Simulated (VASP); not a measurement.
A run of VASP 6.6.1 is set up as follows.

The input INCAR:

```
PREC = Accurate ; ENCUT = 600
EDIFF = 1E-6 ; ISMEAR = -1
SIGMA = 0.05 ; LREAL = F
LASPH = T ; NELM = 100
ALGO = Normal ; ISIF = 3
LWAVE = F ; LCHARG = F
GGA = PS ; IBRION = 2
NSW = 60 ; EDIFFG = -0.02
```

Contents of KPOINTS:

```
Automatic mesh
0
Gamma
  11 11 11
```

POSCAR

```
Ag
1.0
   -1.6556540000      1.6556540000      1.6556540000
    1.6556540000     -1.6556540000      1.6556540000
    1.6556540000      1.6556540000     -1.6556540000
Ag
1
Direct
    0.0000000000      0.0000000000      0.0000000000
```

Potentials or basis: VASP PAW PBE potentials, release 64 (Ag).

The run is started by

```console
$ cat potpaw_PBE.64/Ag/POTCAR > POTCAR
$ mpirun -np 1 vasp_std > vasp.out
```

(1) Estimate the relaxed cell.

(2) What does it give for the band gap on the k mesh?

(3) Estimate the space group after relaxing (to 0.05 Å).

Answers

(1) a = 2.793 Å, b = 2.793 Å, c = 2.793 Å, α = 109.47°, β = 109.47°, γ = 109.47°.

(2) none (metal or under the smearing width).

(3) Im-3m (No. 229).
